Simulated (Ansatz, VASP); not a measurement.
**Two plane-wave programs on SnTe**

```
Sn Te
1.0
     0.00000    2.98760    2.98760
     2.98760    0.00000    2.98760
     2.98760    2.98760    0.00000
Sn Te
1 1
Direct
  0.00000 0.00000 0.00000
  0.50000 0.50000 0.50000
```

Change from the starting cell: volume scaled by 0.88, PAW files.

Alike in both runs: task single point; functional LDA; k mesh 13 × 13 × 13; occupations fermi-dirac, width 0.08 eV; no spin polarisation.

```csv
,VASP,Ansatz
version,VASP 6.6.1,Ansatz 0.2.0
potentials or method,"VASP PAW LDA potentials, release 64 (Sn_d, Te)","PAW with Ansatz's default frozen-core files, scalar-relativistic"
plane-wave cutoff (eV),520,420
valence electrons in the cell,20,30
```

```csv
,VASP,Ansatz,Ansatz less VASP
pressure (GPa),8.6,8.5,-0.08
```

The two sets of potentials don't hold the same shells in valence.

Spin-orbit coupling is left out, which matters for the levels of Te.
